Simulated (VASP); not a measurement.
Wanted: the native input for a VASP 6.6.1 run.

```
Task                   : relaxation of cell and atoms
Functional             : PBE
Potentials or basis    : VASP PAW PBE potentials, release 64 (Si)
Cutoff                 : 520 eV
k mesh                 : 2 × 2 × 2
Occupations            : gaussian, width 0.02 eV
Spin                   : no spin polarisation
Further INCAR settings : ALGO = Normal; EDIFF = 1e-07; IBRION = 2; EDIFFG = -0.002; NSW = 80; ISIF = 3
```

The structure of Si lies in POSCAR:

```
Si
1.0
    0.0000000000      2.7135600000      2.7135600000
    2.7135600000      0.0000000000      2.7135600000
    2.7135600000      2.7135600000      0.0000000000
Si
2
Direct
    0.7500000000      0.7500000000      0.7500000000
    0.5000000000      0.5000000000      0.5000000000
```

The input as run:

INCAR

```
SYSTEM = Si
PREC     = Accurate       ! precision mode
ENCUT    = 520            ! plane-wave cutoff, eV
EDIFF    = 1E-7           ! SCF threshold, eV
ISMEAR   = 0              ! smearing method
SIGMA    = 0.02           ! smearing width, eV
LREAL    = .FALSE.        ! projectors in reciprocal space
LASPH    = .TRUE.         ! aspherical terms in the spheres
NELM     = 60             ! most SCF steps
ALGO     = Normal         ! electronic algorithm
ISIF     = 3              ! what is computed and relaxed
LWAVE    = .FALSE.        ! write WAVECAR
LCHARG   = .FALSE.        ! write CHGCAR
GGA      = PE             ! functional
IBRION   = 2              ! ionic algorithm
NSW      = 80             ! ionic steps
EDIFFG   = -0.002         ! ionic threshold
```

KPOINTS

```
Automatic mesh
0
G
  2 2 2
  0 0 0
```

Potentials or basis: VASP PAW PBE potentials, release 64 (Si).

The run is started by

```sh
$ cat potpaw_PBE.64/Si/POTCAR > POTCAR
$ mpirun -np 1 vasp_std > vasp.out
```

It gave:

| Quantity | Value |
| --- | --- |
| Relaxed volume | 22.10 Å³/atom |
| Relaxed cell | a = 3.969 Å, b = 3.969 Å, c = 3.969 Å, α = 60.00°, β = 60.00°, γ = 60.00° |
| Space group after relaxing (to 0.05 Å) | Fd-3m (No. 227) |
| Energy gained by relaxing | 61.1 meV/atom |
| Ionic steps | 18 |
| Pressure after relaxing | 0.0 GPa |
| Band gap on the k mesh | 0.80 eV, indirect (least direct gap 2.30 eV) |

Caveat: the k mesh is coarse (spacing up to 1.00 Å⁻¹), so the values aren't converged; the volume moved by +11 % from the deposited cell, more than functionals usually miss.

It took 21 s on 1 thread of Intel(R) Xeon(R) Platinum 8259CL CPU @ 2.50GHz (Skylake/Cascade Lake), with other jobs on the host, peak memory 0.15 GiB.
